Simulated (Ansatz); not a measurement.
The system is Bi.

```
CELL_PARAMETERS angstrom
2.26750 1.30914 3.93800
-2.26750 1.30914 3.93800
0.00000 -2.61828 3.93800
ATOMIC_POSITIONS crystal
Bi 0.76600 0.76600 0.76600
Bi 0.23400 0.23400 0.23400
```

Base run:

```yaml
Program: Ansatz 0.2.0
Functional: LDA
Potentials_or_basis: all-electron LAPW, scalar-relativistic
Cutoff: 214 eV (chosen from the basis error)
Basis_error_allowed: 0.001 eV/atom
k_mesh: 7 × 7 × 7
Occupations: fermi-dirac, width 0.05 eV
Spin: no spin polarisation
```

Its results: pressure -1.6 GPa; largest force 0.048 eV/Å.

Task: The run is repeated on the same cell with these changes: functional from LDA to PBE. What comes out?

Result: Pressure 2.1 GPa; largest force 0.201 eV/Å.

PBE binds less tightly than LDA, so the same cell stands under more pressure.
